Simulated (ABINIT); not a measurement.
AlN: single point with LDA

Crystal: AlN.

```
Al N
1.0
     3.08214    0.00000    0.00000
    -1.54107    2.66921    0.00000
     0.00000    0.00000    4.93410
Al N
2 2
Cartesian
  1.5411 0.8897 2.4623
  0.0000 1.7795 -0.0048
  1.5411 0.8897 4.3468
  0.0000 1.7795 1.8797
```

The cell isn't the ideal one: cell relaxed.

```yaml
Program: ABINIT 10.8.3 (patched build)
Task: single point
Functional: LDA
Potentials_or_basis: PseudoDojo NC SR LDA v0.4.1 standard
Cutoff: 980 eV
k_mesh: 8 × 8 × 4
Occupations: fermi-dirac, width 0.05 eV
Spin: no spin polarisation
```

The pressure is -0.5 GPa, the band gap on the k mesh is 4.49 eV, direct and the valence electrons inside the program's atomic spheres are Al 1.15; N 5.39.

Levels at points of the mesh, in eV from the valence-band top:
```
           k point  band 4  band 5  band 6  band 7  band 8  band 9  band 10  band 11  band 12
(0.00, 0.00, 0.00)   -0.89   -0.89   -0.23   -0.23    0.00    4.49     6.80    10.70    11.18
(0.50, 0.00, 0.00)   -4.27   -3.45   -2.16   -1.85   -0.71    5.77     5.78     8.34    10.89
(0.00, 0.00, 0.50)   -3.38   -0.57   -0.57   -0.57   -0.57    6.67     6.67    10.38    10.38
(0.50, 0.00, 0.50)   -5.77   -1.52   -1.52   -1.40   -1.40    5.31     5.31     9.28     9.28
```

Run time: 28 s on 1 thread of Arm Neoverse V1, with other jobs on the host, peak memory 0.07 GiB.
